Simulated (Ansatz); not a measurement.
**MgS: rattling a relaxed structure**

The cell was found from a structure generator's guess, not taken from experiment.

The calculation used Ansatz, DFT PBE, scalar-relativistic, plane waves, PAW. Settings: cutoff 420 eV, Γ-centred mesh 4×4×4 on the computed 16-atom cell, Gaussian smearing of 0.02 eV; no spin polarisation.

The cell below (16 atoms, space group Pa-3 (No. 205)) is relaxed within its symmetry.

```cif
data_structure
_symmetry_space_group_name_H-M 'P 1'
_symmetry_Int_Tables_number 1
_cell_length_a 6.9861
_cell_length_b 6.9861
_cell_length_c 6.9861
_cell_angle_alpha 90.000
_cell_angle_beta 90.000
_cell_angle_gamma 90.000
_cell_volume 340.96
loop_
_atom_site_label
_atom_site_type_symbol
_atom_site_fract_x
_atom_site_fract_y
_atom_site_fract_z
_atom_site_occupancy
Mg1 Mg 0.84221 0.65779 0.34221 1
Mg2 Mg 0.15779 0.34221 0.65779 1
Mg3 Mg 0.34221 0.65779 0.15779 1
Mg4 Mg 0.84221 0.84221 0.84221 1
Mg5 Mg 0.65779 0.15779 0.34221 1
Mg6 Mg 0.65779 0.34221 0.84221 1
Mg7 Mg 0.15779 0.15779 0.15779 1
Mg8 Mg 0.34221 0.84221 0.65779 1
S1 S 0.14313 0.85687 0.35687 1
S2 S 0.64313 0.64313 0.64313 1
S3 S 0.85687 0.35687 0.14313 1
S4 S 0.35687 0.14313 0.85687 1
S5 S 0.64313 0.85687 0.14313 1
S6 S 0.85687 0.14313 0.64313 1
S7 S 0.35687 0.35687 0.35687 1
S8 S 0.14313 0.64313 0.85687 1
```

For the test it was strained at random (σ = 1.5 % a component), the atoms were moved at random (σ = 0.10 Å), and all was relaxed again on a coarse 2×2×2 mesh (in the run’s order of axes) with 0.10 eV smearing, with no symmetry imposed.

Task: Is the structure stable against such a distortion?

Result: It returns, within 1 meV/atom of the unmoved cell on that mesh and with the same symmetry when read at 0.1 Å. So it is stable against the distortions that fit this cell and that this random move excites. Modes that don't fit the cell aren't tested.
